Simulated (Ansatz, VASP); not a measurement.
As in VASP and in Ansatz

INCAR

```
ALGO = Normal ; EDIFF = 1E-6
ENCUT = 520 ; GGA = CA
ISIF = 2 ; ISMEAR = -1
LASPH = T ; LCHARG = T
LELF = T ; LREAL = F
LVHAR = T ; LWAVE = F
NBANDS = 8 ; NELM = 80
PREC = Accurate ; SIGMA = 0.08
```

The input KPOINTS:

```
k-points
0
Gamma
  15 15 15
```

Contents of POSCAR:

```
As
1.0
    2.5315422258      0.0000000000      0.0000000000
    0.0000000000      2.5315422258      0.0000000000
    0.0000000000      0.0000000000      2.5315422258
As
1
Direct
    0.0000000000      0.0000000000      0.0000000000
```

Input for Ansatz:

```yaml
crystal:
  lattice:
    - [2.5315422258, 0.0, 0.0]
    - [0.0, 2.5315422258, 0.0]
    - [0.0, 0.0, 2.5315422258]
  atoms:
    - { symbol: As, position: [0.0, 0.0, 0.0] }
kpoints:
  mp_grid: { grid: [15, 15, 15] }
scf:
  occupations: { method: fermi_dirac, width: 0.08 }
hamiltonian:
  xc: lda
  pseudopotentials: { kind: all_electron, lapw: { basis_error: 0.001 } }
output:
  forces: true
  stress: true
  eigenvalues: true
  populations: true
```

Change from the starting cell: volume scaled by 0.85, LAPW.

Alike in both runs: task single point; functional LDA; k mesh 15 × 15 × 15; occupations fermi-dirac, width 0.08 eV; no spin polarisation.

```csv
,VASP,Ansatz
version,VASP 6.6.1,Ansatz 0.2.0
potentials or method,"VASP PAW LDA potentials, release 64 (As)","all-electron LAPW, scalar-relativistic"
plane-wave cutoff (eV),520,see its input
```

```csv
,VASP,Ansatz,Ansatz less VASP
pressure (GPa),23.0,21.9,-1.07
```

Ansatz ran all-electron here, so the differences hold the error of VASP's frozen core and of both bases.

Caveats: so large a pressure means that the cell lies far from this level's equilibrium, or that cutoff or potentials fall short (VASP).
